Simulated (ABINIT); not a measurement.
# MoS2 in ABINIT: single point with PBE

Aim: the single point of MoS2 with PBE.

All numbers are computed with ABINIT 10.8.3 (patched build); they aren't measurements. Logs are shortened: lines on timing, memory, paths and dates and some standing lists are left out, and cuts for length are marked. The log counts tension as positive stress, the text compression.

### 1 The cell of the first run

The cell holds a slab with vacuum, 6 atoms: a = 3.185 Å, b = 3.185 Å, c = 21.671 Å, α = 90.00°, β = 90.00°, γ = 120.00°.

### 2 Single point, PBE (atoms moved at random, drawn with an rms of 0.05 Å)

Contents of run.abi:

```
# Pseudopotentials
pp_dirpath "./"
pseudos "Mo.GGA_PBE-JTH.xml, S.GGA_PBE-JTH.xml"

# Structure
acell 3*1.0 Angstrom
rprim
     3.1845414560     0.0000000000     0.0000000000
    -1.5922707280     2.7578938003     0.0000000000
     0.0000000000     0.0000000000    21.6705347200
ntypat 2
znucl 42 16
natom 6
typat 1 1 2 2 2 2
xred
     0.3438410000     0.6682370000     0.8509060000
     0.6779090000     0.3448030000     0.1484600000
     0.6706390000     0.3476130000     0.7784340000
     0.3315440000     0.6662970000     0.0773220000
     0.6510780000     0.3366750000     0.9236970000
     0.3289870000     0.6529680000     0.2183980000
chkprim 0
chksymtnons 0
tolsym 1.0e-6

# Plane-wave basis
ecut 20.0
pawecutdg 40.0
pawxcdev 0

# k points
kptopt 1
ngkpt 10 10 2
nshiftk 1
shiftk 0.0 0.0 0.0

# Exchange and correlation
ixc 11

# Bands and occupations
nband 32
occopt 3
tsmear 0.00183747

# SCF cycle
nstep 100
tolvrs 1.0e-9

# Output
iomode 3
prtwf 0
prtden 0
prteig 0
prtebands 0
enunit 1
```

Potentials or basis: JTH PAW PBE v2.0.

Command:

```bash
> mpirun --bind-to none -np 4 abinit run.abi > log 2>&1
```

run.abo:

```text
.Version 10.8.3 of ABINIT
 Symmetries : space group P1 (#  1); Bravais aP (primitive triclinic)
================================================================================
 Values of the parameters that define the memory need of the present run
     intxc =       0    ionmov =       0      iscf =      17    lmnmax =      18
     lnmax =       6     mgfft =     180  mpssoang =       3    mqgrid =   11660
     natom =       6  nloc_mem =       2    nspden =       1   nspinor =       1
    nsppol =       1      nsym =       1    n1xccc =       1    ntypat =       2
    occopt =       3   xclevel =       2
       mpw =        5548          nfft =      131220          nkpt =         104
Pmy_natom=         2
 PAW method is used; the additional fine FFT grid is defined by:
   mgfftf=       240    nfftf =    311040
================================================================================
================================================================================

--------------------------------------------------------------------------------
------------- Echo of variables that govern the present computation ------------
--------------------------------------------------------------------------------
 -outvars: echo values of preprocessed input variables --------
            acell      1.8897261259E+00  1.8897261259E+00  1.8897261259E+00 Bohr
              amu      9.59400000E+01  3.20660000E+01
          chkprim           0
      chksymtnons           0
             ecut      2.00000000E+01 Hartree
           enunit           1
                       outvar_i_n : Printing only first  50 k-points.
              ixc          11
                       outvar_i_n : Printing only first  50 k-points.
         kptrlatt       10    0    0      0   10    0      0    0    2
          kptrlen      6.01791119E+01
            natom           6
            nband          32
            ngfft          27      27     180
          ngfftdg          36      36     240
             nkpt         104
            nstep         100
             nsym           1
           ntypat           2
                       prtocc : prtvol=0, do not print more k-points.
           occopt           3
        pawecutdg      4.00000000E+01 Hartree
         pawxcdev           0
           prtden           0
        prtebands           0
           prteig           0
            prtwf           0
            rprim      3.1845414560E+00  0.0000000000E+00  0.0000000000E+00
                      -1.5922707280E+00  2.7578938003E+00  0.0000000000E+00
                       0.0000000000E+00  0.0000000000E+00  2.1670534720E+01
          spgroup           1
           tolsym      1.00000000E-06
           tolvrs      1.00000000E-09
           tsmear      1.83747000E-03 Hartree
            typat      1  1  2  2  2  2
           useylm           1
                       outvars : Printing only first  50 k-points.
           xangst      3.0961704306E-02  1.8429266794E+00  1.8439588016E+01
                       1.6098095901E+00  9.5093005602E-01  3.2172075845E+00
                       1.5821836929E+00  9.5867973760E-01  1.6869081024E+01
                      -5.1095967662E-03  1.8375763655E+00  1.6756090856E+00
                       1.5373071347E+00  9.2851389522E-01  2.0017007909E+01
                       7.9709072644E-03  1.8008163990E+00  4.7328014418E+00
            xcart      5.8509141530E-02  3.4826266943E+00  3.4845771226E+01
                       3.0420992401E+00  1.7969973708E+00  6.0796412250E+00
                       2.9898938605E+00  1.8116421465E+00  3.1877943132E+01
                      -9.6557385019E-03  3.4725160662E+00  3.1664422659E+00
                       2.9050894561E+00  1.7546369661E+00  3.7826662809E+01
                       1.5062831705E-02  3.4030497971E+00  8.9436985333E+00
             xred      3.4384100000E-01  6.6823700000E-01  8.5090600000E-01
                       6.7790900000E-01  3.4480300000E-01  1.4846000000E-01
                       6.7063900000E-01  3.4761300000E-01  7.7843400000E-01
                       3.3154400000E-01  6.6629700000E-01  7.7322000000E-02
                       6.5107800000E-01  3.3667500000E-01  9.2369700000E-01
                       3.2898700000E-01  6.5296800000E-01  2.1839800000E-01
            znucl       42.00000   16.00000

================================================================================

 chkinp: Checking input parameters for consistency.

================================================================================
== DATASET  1 ==================================================================

--- !DatasetInfo
iteration_state: {dtset: 1, }
dimensions: {natom: 6, nkpt: 104, mband: 32, nsppol: 1, nspinor: 1, nspden: 1, mpw: 5548, }
cutoff_energies: {ecut:  20.0, pawecutdg:  40.0, }
electrons: {nelect:   5.20000000E+01, charge:   0.00000000E+00, occopt:   3.00000000E+00, tsmear:   1.83747000E-03, }
meta: {optdriver: 0, ionmov: 0, optcell: 0, iscf: 17, paral_kgb: 0, }
...
[... 143 lines left out ...]
       0.677909000000      0.344803000000      0.148460000000
       0.670639000000      0.347613000000      0.778434000000
       0.331544000000      0.666297000000      0.077322000000
       0.651078000000      0.336675000000      0.923697000000
       0.328987000000      0.652968000000      0.218398000000
 rms dE/dt=  2.2380E-01; max dE/dt=  3.4563E-01; dE/dt below (all hartree)
    1       0.142361423995     -0.112009958444     -0.023313846117
    2       0.040590852012      0.089360573914      0.340714490957
    3      -0.049357665662      0.056523654721     -0.089693257144
    4      -0.027623308795     -0.022732401675      0.345628630511
    5      -0.091901283889      0.055315359905      0.177877203451
    6      -0.013415990682     -0.066334434914     -0.748560445999

 cartesian coordinates (angstrom) at end:
    1      0.03096170430596     1.84292667943107    18.43958801645633
    2      1.60980959006892     0.95093005602484     3.21720758453120
    3      1.58218369293812     0.95867973760368    16.86908102422848
    4     -0.00510959676615     1.83757636545849     1.67560908561984
    5      1.53730713474017     0.92851389521600    20.01700790925985
    6      0.00797090726437     1.80081639899429     4.73280144177856

 cartesian forces (hartree/bohr) at end:
    1     -0.02363817195763     0.00784859011226     0.00058010201201
    2     -0.00672689347651    -0.02102611234784    -0.00830918025356
    3      0.00821990697596    -0.00609591375404     0.00220103439872
    4      0.00460829554026     0.00702635936191    -0.00842917963035
    5      0.01528940615836    -0.00178249215350    -0.00433282329289
    6      0.00224745675956     0.01402956878122     0.01829004676608
 frms,max,avg= 1.1106660E-02 2.3638172E-02  -1.811E-05 -1.438E-05 -1.080E-05 h/b

 cartesian forces (eV/Angstrom) at end:
    1     -1.21552367424666     0.40359073062019     0.02983004482499
    2     -0.34591077048984    -1.08120616864844    -0.42727522796124
    3      0.42268461145353    -0.31346448860266     0.11318173944544
    4      0.23696808438297     0.36130992546585    -0.43344584401612
    5      0.78621287568138    -0.09165943185568    -0.22280273188132
    6      0.11556887321863     0.72142943302073     0.94051201958826
 frms,max,avg= 5.7112741E-01 1.2155237E+00  -9.314E-04 -7.397E-04 -5.552E-04 e/A
 length scales=  1.889726125908  1.889726125908  1.889726125908 bohr
              =  1.000000000000  1.000000000000  1.000000000000 angstroms
 Fermi (or HOMO) energy (eV) =   2.70491   Average Vxc (eV)=  -6.60862
 Eigenvalues (   eV  ) for nkpt= 104  k points:
 kpt#   1, nband= 32, wtk=  0.00500, kpt=  0.0000  0.0000  0.0000 (reduced coord)
 -59.17258  -59.15692  -33.31438  -33.28689  -33.12563  -33.10952  -33.08387  -33.07214
 -12.51459  -12.31597  -11.12882  -11.00221   -4.11717   -3.73794   -1.15747   -1.04599
  -0.86766   -0.73235   -0.45611   -0.18075    0.01437    0.28514    0.43257    0.58109
   1.60522    2.08207    4.13655    4.18199    4.53866    4.62702    4.77482    4.80174
 prteigrs : prtvol=0 or 1, do not print more k-points.

--- !EnergyTerms
iteration_state     : {dtset: 1, }
comment             : Components of total free energy in Hartree
kinetic             :  3.71915801664124E+01
hartree             :  4.31893018173274E+02
xc                  : -2.25415489454924E+01
Ewald energy        :  2.68713925955397E+02
psp_core            :  2.76741314269315E+00
local_psp           : -9.22585101111528E+02
PAW spherical_terms :  2.53845712162058E+01
internal            : -1.79176141403039E+02
'-kT*entropy'       : -5.08951462313734E-09
total_energy        : -1.79176141408128E+02
total_energy_eV     : -4.87563118992109E+03
...

--- !EnergyTermsDC
iteration_state     : {dtset: 1, }
comment             : '"Double-counting" decomposition of free energy'
band_energy         : -2.77470961727949E+01
Ewald energy        :  2.68713925955397E+02
psp_core            :  2.76741314269315E+00
xc_dc               : -4.29133065962783E+02
PAW spherical_terms :  6.22267090278143E+00
internal            : -1.79176152134707E+02
'-kT*entropy'       : -5.08951462313734E-09
total_energy_dc     : -1.79176152139796E+02
total_energy_dc_eV  : -4.87563148194465E+03
...

--- !EnergyTermsWithPAWCore
iteration_state     : {dtset: 1, }
comment             : 'Components of total free energy, including PAW core contributions'
Total energy        : -9.69501678499120E+03
Total energy DC     : -9.69501679572287E+03
Total energy (eV)   : -2.63814846397665E+05
Total energy DC (eV): -2.63814846689688E+05
...

 Cartesian components of stress tensor (hartree/bohr^3)
  sigma(1 1)= -3.47491697E-05  sigma(3 2)= -2.51053737E-05
  sigma(2 2)= -5.47378508E-06  sigma(3 1)= -1.10590809E-05
  sigma(3 3)= -5.38043876E-05  sigma(2 1)=  6.95862727E-06

-Cartesian components of stress tensor (GPa)         [Pressure=  9.2213E-01 GPa]
- sigma(1 1)= -1.02235587E+00  sigma(3 2)= -7.38625594E-01
- sigma(2 2)= -1.61044317E-01  sigma(3 1)= -3.25369394E-01
- sigma(3 3)= -1.58297974E+00  sigma(2 1)=  2.04729882E-01

== END DATASET(S) ==============================================================
================================================================================

 -outvars: echo values of variables after computation  --------
            acell      1.8897261259E+00  1.8897261259E+00  1.8897261259E+00 Bohr
           etotal     -1.7917615214E+02
            fcart     -2.3638171958E-02  7.8485901123E-03  5.8010201201E-04
                      -6.7268934765E-03 -2.1026112348E-02 -8.3091802536E-03
                       8.2199069760E-03 -6.0959137540E-03  2.2010343987E-03
                       4.6082955403E-03  7.0263593619E-03 -8.4291796304E-03
                       1.5289406158E-02 -1.7824921535E-03 -4.3328232929E-03
                       2.2474567596E-03  1.4029568781E-02  1.8290046766E-02
            rprim      3.1845414560E+00  0.0000000000E+00  0.0000000000E+00
                      -1.5922707280E+00  2.7578938003E+00  0.0000000000E+00
                       0.0000000000E+00  0.0000000000E+00  2.1670534720E+01
           strten     -3.4749169719E-05 -5.4737850824E-06 -5.3804387608E-05
                      -2.5105373653E-05 -1.1059080918E-05  6.9586272651E-06
           xangst      3.0961704306E-02  1.8429266794E+00  1.8439588016E+01
                       1.6098095901E+00  9.5093005602E-01  3.2172075845E+00
                       1.5821836929E+00  9.5867973760E-01  1.6869081024E+01
                      -5.1095967662E-03  1.8375763655E+00  1.6756090856E+00
                       1.5373071347E+00  9.2851389522E-01  2.0017007909E+01
                       7.9709072644E-03  1.8008163990E+00  4.7328014418E+00
             xred      3.4384100000E-01  6.6823700000E-01  8.5090600000E-01
                       6.7790900000E-01  3.4480300000E-01  1.4846000000E-01
                       6.7063900000E-01  3.4761300000E-01  7.7843400000E-01
                       3.3154400000E-01  6.6629700000E-01  7.7322000000E-02
                       6.5107800000E-01  3.3667500000E-01  9.2369700000E-01
                       3.2898700000E-01  6.5296800000E-01  2.1839800000E-01
 Calculation completed.
```

Wall time 8.1 min (4 MPI ranks of Arm Neoverse V1, shared host); peak memory 1.1 GiB.

What came out:

| Property | Result |
| --- | --- |
| Free energy | -4875.6315 eV |
| Largest force | 1.281 eV/Å |
| Band gap on the k mesh | 1.31 eV, indirect (least direct gap 1.76 eV) |
| Valence electrons inside the program's atomic spheres | Mo 11.25, 11.30; S 3.59, 3.58, 3.61 |

Forces on the atoms (eV/Å):
```
Mo  -1.216  0.404  0.030
Mo  -0.346 -1.081 -0.427
S    0.423 -0.313  0.113
S    0.237  0.361 -0.433
S    0.786 -0.092 -0.223
S    0.116  0.721  0.941
```
